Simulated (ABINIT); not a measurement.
The system is Pd.

```
Pd
1.0
     0.00000    1.94650    1.94650
     1.94650    0.00000    1.94650
     1.94650    1.94650    0.00000
Pd
1
Direct
  0.00000 0.00000 0.00000
```

Base run:

```yaml
Program: ABINIT 10.8.3 (patched build)
Functional: PBE
Potentials_or_basis: JTH PAW PBE v2.0
Cutoff: 626 eV
k_mesh: 16 × 16 × 16
Occupations: fermi-dirac, width 0.05 eV
Spin: no spin polarisation
```

Its results: band gap on the k mesh none (metal or under the smearing width); pressure 7.0 GPa.

**Question.** After a change of settings the same cell gave: band gap on the k mesh none (metal or under the smearing width); pressure 7.6 GPa. Which change was it?
A. k mesh from 16 × 16 × 16 to 7 × 7 × 7
B. functional from PBE to SOGGA; k mesh from 16 × 16 × 16 to 12 × 12 × 12
C. functional from PBE to HLE16; k mesh from 16 × 16 × 16 to 12 × 12 × 12
D. functional from PBE to revPBE; k mesh from 16 × 16 × 16 to 12 × 12 × 12

**Answer.** A.

Caveats: some runs use coarse meshes.
